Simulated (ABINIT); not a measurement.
# Ga in ABINIT: work function with PBE

Aim: the work function of Ga with PBE.

All numbers are computed with ABINIT 10.8.3 (patched build); they aren't measurements. Logs are shortened: lines on timing, memory, paths and dates and some standing lists are left out, and cuts for length are marked. The log counts tension as positive stress, the text compression.

### Step 1. The structure

The cell holds a slab with vacuum, 6 atoms: a = 2.766 Å, b = 3.332 Å, c = 24.970 Å, α = 90.00°, β = 90.00°, γ = 87.98°.

### Step 2. Work function, PBE

File run.abi:

```
# Pseudopotentials
pp_dirpath "./"
pseudos "Ga.GGA_PBE-JTH.xml"

# Structure
acell 2.766 3.3320006464 24.969614 Angstrom
rprim
     1.0000000000     0.0000000000     0.0000000000
     0.0352490928     0.9993785576     0.0000000000
     0.0000000000     0.0000000000     1.0000000000
ntypat 1
znucl 31
natom 6
typat 1 1 1 1 1 1
xred
     0.5000000000     0.2500000000     0.3003650757
     0.0000000000     0.7500000000     0.3771229303
     0.0000000000     0.2500000000     0.4616210727
     0.5000000000     0.7500000000     0.5383789273
     0.5000000000     0.2500000000     0.6228770697
     0.0000000000     0.7500000000     0.6996349243
chkprim 0
chksymtnons 0
tolsym 1.0e-6

# Plane-wave basis
ecut 462.593566 eV
pawecutdg 34.0
pawxcdev 0

# k points
kptopt 1
ngkpt 10 8 1
nshiftk 1
shiftk 0.0 0.0 0.0

# Exchange and correlation
ixc 11

# Bands and occupations
nband 47
occopt 3
tsmear 0.05 eV

# SCF cycle
nstep 120
tolvrs 1.0e-9

# Output
iomode 3
prtwf 0
prteig 0
prtebands 0
prtden 1
prtvha 1
prtvclmb 1
prtpot 1
```

Potentials or basis: JTH PAW PBE v2.0.

Launch:

```sh
mpirun --bind-to none -np 4 abinit run.abi > log 2>&1
```

run.abo:

```text
.Version 10.8.3 of ABINIT
 Symmetries : space group P2/c (# 13); Bravais mP (primitive monocl.)
================================================================================
 Values of the parameters that define the memory need of the present run
     intxc =       0    ionmov =       0      iscf =      17    lmnmax =      18
     lnmax =       6     mgfft =     180  mpssoang =       3    mqgrid =   12386
     natom =       6  nloc_mem =       2    nspden =       1   nspinor =       1
    nsppol =       1      nsym =       4    n1xccc =       1    ntypat =       1
    occopt =       3   xclevel =       2
       mpw =        5244          nfft =       86400          nkpt =          42
Pmy_natom=         2
 PAW method is used; the additional fine FFT grid is defined by:
   mgfftf=       250    nfftf =    270000
================================================================================
================================================================================

--------------------------------------------------------------------------------
------------- Echo of variables that govern the present computation ------------
--------------------------------------------------------------------------------
 -outvars: echo values of preprocessed input variables --------
            acell      5.2269824643E+00  6.2965686730E+00  4.7185731930E+01 Bohr
              amu      6.97230000E+01
          chkprim           0
      chksymtnons           0
             ecut      1.70000000E+01 Hartree
              ixc          11
         kptrlatt       10    0    0      0    8    0      0    0    1
          kptrlen      5.03725494E+01
            natom           6
            nband          47
            ngfft          20      24     180
          ngfftdg          30      36     250
             nkpt          42
            nstep         120
             nsym           4
           ntypat           1
           occopt           3
        pawecutdg      3.40000000E+01 Hartree
         pawxcdev           0
        prtebands           0
           prteig           0
           prtpot           1
         prtvclmb           1
           prtvha           1
            prtwf           0
            rprim      1.0000000000E+00  0.0000000000E+00  0.0000000000E+00
                       3.5249092800E-02  9.9937855760E-01  0.0000000000E+00
                       0.0000000000E+00  0.0000000000E+00  1.0000000000E+00
          spgroup          13
           tolsym      1.00000000E-06
           tolvrs      1.00000000E-09
           tsmear      1.83746611E-03 Hartree
            typat      1  1  1  1  1  1
           useylm           1
           xangst      1.4123625000E+00  8.3248249998E-01  7.4999999993E+00
                       8.8087499996E-02  2.4974474999E+00  9.4166140001E+00
                       2.9362499999E-02  8.3248249998E-01  1.1526500000E+01
                       1.4710875000E+00  2.4974474999E+00  1.3443114000E+01
                       1.4123625000E+00  8.3248249998E-01  1.5553000000E+01
                       8.8087499996E-02  2.4974474999E+00  1.7469614001E+01
[... 219 lines left out ...]
      occupation numbers for kpt#   1
   2.00000    2.00000    2.00000    2.00000    2.00000    2.00000    2.00000    2.00000
   2.00000    2.00000    2.00000    2.00000    2.00000    2.00000    2.00000    2.00000
   2.00000    2.00000    2.00000    2.00000    2.00000    2.00000    2.00000    2.00000
   2.00000    2.00000    2.00000    2.00000    2.00000    2.00000    2.00000    2.00000
   2.00000    2.00000    2.00000    2.00000    2.00000    0.00000    0.00000    0.00000
   0.00000    0.00000    0.00000    0.00000    0.00000    0.00000    0.00000
 prteigrs : prtvol=0 or 1, do not print more k-points.

--- !EnergyTerms
iteration_state     : {dtset: 1, }
comment             : Components of total free energy in Hartree
kinetic             :  2.92495003543491E+01
hartree             :  1.36662858156051E+03
xc                  : -9.59760793115845E+00
Ewald energy        :  9.69376633049049E+02
psp_core            :  7.12187037144226E+00
local_psp           : -2.83659063246751E+03
PAW spherical_terms : -6.23159006463335E-01
internal            : -4.74434814069781E+02
'-kT*entropy'       : -7.64623949522217E-04
total_energy        : -4.74435578693730E+02
total_energy_eV     : -1.29100497806706E+04
...

--- !EnergyTermsDC
iteration_state     : {dtset: 1, }
comment             : '"Double-counting" decomposition of free energy'
band_energy         : -3.39266776145878E+01
Ewald energy        :  9.69376633049049E+02
psp_core            :  7.12187037144226E+00
xc_dc               : -1.36409232577645E+03
PAW spherical_terms : -5.29143191441302E+01
internal            : -4.74434819114677E+02
'-kT*entropy'       : -7.64623949522217E-04
total_energy_dc     : -4.74435583738627E+02
total_energy_dc_eV  : -1.29100499179492E+04
...

--- !EnergyTermsWithPAWCore
iteration_state     : {dtset: 1, }
comment             : 'Components of total free energy, including PAW core contributions'
Total energy        : -1.16642336589280E+04
Total energy DC     : -1.16642336639729E+04
Total energy (eV)   : -3.17399967356463E+05
Total energy DC (eV): -3.17399967493741E+05
...

 Cartesian components of stress tensor (hartree/bohr^3)
  sigma(1 1)= -1.53130948E-05  sigma(3 2)=  0.00000000E+00
  sigma(2 2)=  2.84272880E-05  sigma(3 1)=  0.00000000E+00
  sigma(3 3)= -4.70579526E-05  sigma(2 1)= -9.86238788E-07

-Cartesian components of stress tensor (GPa)         [Pressure=  3.3289E-01 GPa]
- sigma(1 1)= -4.50526804E-01  sigma(3 2)=  0.00000000E+00
- sigma(2 2)=  8.36359689E-01  sigma(3 1)=  0.00000000E+00
- sigma(3 3)= -1.38449276E+00  sigma(2 1)= -2.90161469E-02

== END DATASET(S) ==============================================================
================================================================================

 -outvars: echo values of variables after computation  --------
            acell      5.2269824643E+00  6.2965686730E+00  4.7185731930E+01 Bohr
           etotal     -4.7443558374E+02
            fcart      2.4147344227E-30  3.9264189545E-30 -4.7018018371E-03
                      -0.0000000000E+00 -0.0000000000E+00  9.7385329430E-05
                      -4.8294688455E-30  1.7034025216E-31  1.9988913243E-03
                       4.8294688455E-30 -1.7034025216E-31 -1.9988913243E-03
                      -0.0000000000E+00 -0.0000000000E+00 -9.7385329430E-05
                      -2.4147344227E-30 -3.9264189545E-30  4.7018018371E-03
            rprim      1.0000000000E+00  0.0000000000E+00  0.0000000000E+00
                       3.5249092800E-02  9.9937855760E-01  0.0000000000E+00
                       0.0000000000E+00  0.0000000000E+00  1.0000000000E+00
           strten     -1.5313094834E-05  2.8427288013E-05 -4.7057952599E-05
                       0.0000000000E+00  0.0000000000E+00 -9.8623878781E-07
           xangst      1.4123625000E+00  8.3248249998E-01  7.4999999993E+00
                       8.8087499996E-02  2.4974474999E+00  9.4166140001E+00
                       2.9362499999E-02  8.3248249998E-01  1.1526500000E+01
                       1.4710875000E+00  2.4974474999E+00  1.3443114000E+01
                       1.4123625000E+00  8.3248249998E-01  1.5553000000E+01
                       8.8087499996E-02  2.4974474999E+00  1.7469614001E+01
             xred      5.0000000000E-01  2.5000000000E-01  3.0036507570E-01
                       6.8242136929E-19  7.5000000000E-01  3.7712293030E-01
                       1.3839561071E-18  2.5000000000E-01  4.6162107270E-01
                       5.0000000000E-01  7.5000000000E-01  5.3837892730E-01
                       5.0000000000E-01  2.5000000000E-01  6.2287706970E-01
                       6.8242136929E-19  7.5000000000E-01  6.9963492430E-01
 Calculation completed.
```

It took 5.7 min on 4 MPI ranks of Arm Neoverse V1, shared host; peak memory 0.8 GiB.

Results:

```yaml
Free_energy: -12910.0499 eV
Largest_force: 0.242 eV/Å
Band_gap_on_the_k_mesh: none (metal or under the smearing width)
Valence_electrons_inside_the_program's_atomic_spheres: Ga 10.98, 11.01, 11.00 (radii [1.1132] Å)
Work_function: 4.37 eV
```

Forces on the atoms (eV/Å):
```
Ga   0.000  0.000 -0.242
Ga   0.000  0.000  0.005
Ga   0.000  0.000  0.103
Ga   0.000  0.000 -0.103
Ga   0.000  0.000 -0.005
Ga   0.000  0.000  0.242
```
